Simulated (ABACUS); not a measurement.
Runs of ABACUS 3.10.1 on TiO2. The structure is tetragonal, space group P4_2/mnm (No. 136). Conventional cell: a = 4.600 Å, b = 4.600 Å, c = 2.959 Å, α = 90.00°, β = 90.00°, γ = 90.00°. Around Ti (site symmetry mmm) lie 6 O at 1.95 to 1.98 Å. O (site symmetry m2m) has 3 Ti at 1.95 to 1.98 Å as nearest neighbours. The cell is a database's computed one.

```csv
task,potentials or basis,cell,k mesh,cutoff (eV),radial cutoff of the potentials (pseudo_rcut),SCF threshold on the density,eigensolver,gap on the mesh (eV),pressure (GPa),V0 of scaled cells (Å³/atom),B0 (GPa),largest force (eV/Å)
single point,"PseudoDojo NC SR 0.4.1 PBE standard, plane waves","atoms moved at random, drawn with an rms of 0.05 Å",6 × 6 × 9,1143,10 bohr,1e-08,dav,1.81,3.5,-,-,0.87
equation of state,"PseudoDojo NC SR 0.4.1 PBE standard, TZDP LCAO (the cutoffs set its grid)",as given,4 × 4 × 6,1361,7 bohr,1e-07,genelpa,-,-,10.62,228,-
equation of state,"PseudoDojo NC SR 0.4.1 PBE standard, DZP LCAO (the cutoffs set its grid)",as given,4 × 4 × 6,1361,7 bohr,1e-07,genelpa,-,-,10.65,224,-
single point,"PseudoDojo NC SR 0.4.1 PBE standard, plane waves",as given,6 × 6 × 9,1143,10 bohr,1e-08,dav,1.88,3.6,-,-,(b)
equation of state,"PseudoDojo NC SR 0.4.1 PBE standard, plane waves",as given,4 × 4 × 6,1143,7 bohr,1e-08,dav,-,-,10.60,(a),-
```

Alike in all rows: level PBE; no spin polarisation; smearing fermi-dirac 0.05 eV.

Estimate the missing entries.

(a) 229; (b) 0.02.

Caveats: the cell was scaled at fixed shape and fractional positions, which overstates the stiffness of a crystal with free parameters, most of all of layers and chains (some runs); there are fewer bands than atomic start orbitals, so a level may be missed at k points of high symmetry (some runs); an odd mesh through Γ misses points on the zone boundary, where band edges often lie (some runs); the atomic orbitals were generated for these runs and aren't a published set (some runs); the basis of atomic orbitals isn't converged, which shifts pressures, moduli and gaps (some runs).
